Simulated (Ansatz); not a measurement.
The system is TePt.

```xyz
4
Lattice="4.2629 0.0000 0.0000 -2.1314 3.6918 0.0000 0.0000 0.0000 5.6618" Properties=species:S:1:pos:R:3 pbc="T T T"
Pt    0.0000    0.0000    0.0000
Pt    0.0000    0.0000    2.8309
Te    0.0000    2.4612    1.4154
Te    2.1314    1.2306    4.2463
```

Measurements of this composition are mostly on another form, of space group No. 166.

Base run:

- Program: Ansatz 0.2.0
- Functional: PBEsol
- Potentials or basis: Ansatz PAW
- Cutoff: 420 eV
- Density cutoff: 1680 eV
- k mesh: 7 × 7 × 5
- Occupations: fermi-dirac, width 0.05 eV
- Spin: no spin polarisation
- Hubbard terms: Pt d U = 8 eV

Its results: band gap on the k mesh none (metal or under the smearing width); pressure -3.9 GPa.

Problem. The run is repeated on the same cell with these changes: hubbard terms from Pt d U = 8 eV to Pt d U = 4 eV. What comes out?

Solution. Band gap on the k mesh none (metal or under the smearing width); pressure -4.8 GPa.

Caveats: U without spin polarisation on a metal has little footing; the PAW data sets come from PBE, with cores solved anew for the run's functional, which leaves a small shift of forces and pressure; the U is typed as a test and isn't derived for this compound.

Not every run made on this cell is shown here.
